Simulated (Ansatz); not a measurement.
## Os, diamond: how the functional moves the structure

All rows: Ansatz, plane waves with scalar-relativistic PAW, 420 eV (500 eV for the SCAN forms), relaxed under each functional, no dispersion correction, no zero-point motion. B₀ comes from uniform scaling at fixed shape; a dash is a value not given.

```csv
functional,V (Å³/atom),cell,B₀ (GPa),magnetic state,ΔE to hcp (meV/atom)
PBE,21.44,a = 5.557 Å,205,spin not included,1295
r²SCAN,21.01,a = 5.518 Å,221,spin not included,1285
PBEsol,20.82,a = 5.502 Å,223,spin not included,1506
LDA,20.49,a = 5.473 Å,233,spin not included,1511
RPBE,21.72,a = 5.581 Å,196,spin not included,1222
BLYP,22.32,a = 5.631 Å,182,spin not included,719
```

(1) What does revPBE give?

Answers

(1) V (Å³/atom): 21.64; cell: a = 5.574 Å; B₀ (GPa): 198; magnetic state: spin not included; ΔE to hcp (meV/atom): 1243.
